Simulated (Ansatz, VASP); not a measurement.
# Two plane-wave programs on MgI2

```
Mg I
1.0
     4.25161    0.00000    0.00000
    -2.12581    3.68200    0.00000
     0.00000    0.00000    7.89418
Mg I
1 2
Direct
  0.00000 0.00000 0.00000
  0.33333 0.66667 0.78587
  0.66667 0.33333 0.21413
```

Alike in both runs: task single point; functional PBE; k mesh 6 × 6 × 4; occupations gaussian, width 0.05 eV; no spin polarisation.

|  | VASP | Ansatz |
| --- | --- | --- |
| version | VASP 6.6.1 | Ansatz 0.2.0 |
| potentials or method | VASP PAW PBE potentials, release 64 (Mg, I) | scalar-relativistic, plane waves, PAW |
| plane-wave cutoff (eV) | 520 | 520 |
| valence electrons in the cell | 16 | 44 |

```tsv
	VASP	Ansatz	Ansatz less VASP
gap on the k mesh at the Fermi level (eV)	3.57	3.59	+0.017
least direct gap on the mesh (eV)	3.60	3.62	+0.015
pressure (GPa)	-0.8	-0.7	+0.05
largest component of the traceless stress (GPa)	0.06	0.06	-0.005
rms of the force components (eV/Å)	0.074	0.069	-0.0046
```

Atom by atom the forces differ by 0.005 eV/Å (rms over components). The two sets of potentials don't hold the same shells in valence.

Caveats: spin-orbit coupling is left out, which moves the levels of the heavy elements; this functional lacks dispersion, which binds the layers, so the pressure and a relaxed spacing across them are unreliable. A k mesh can miss the band edges.
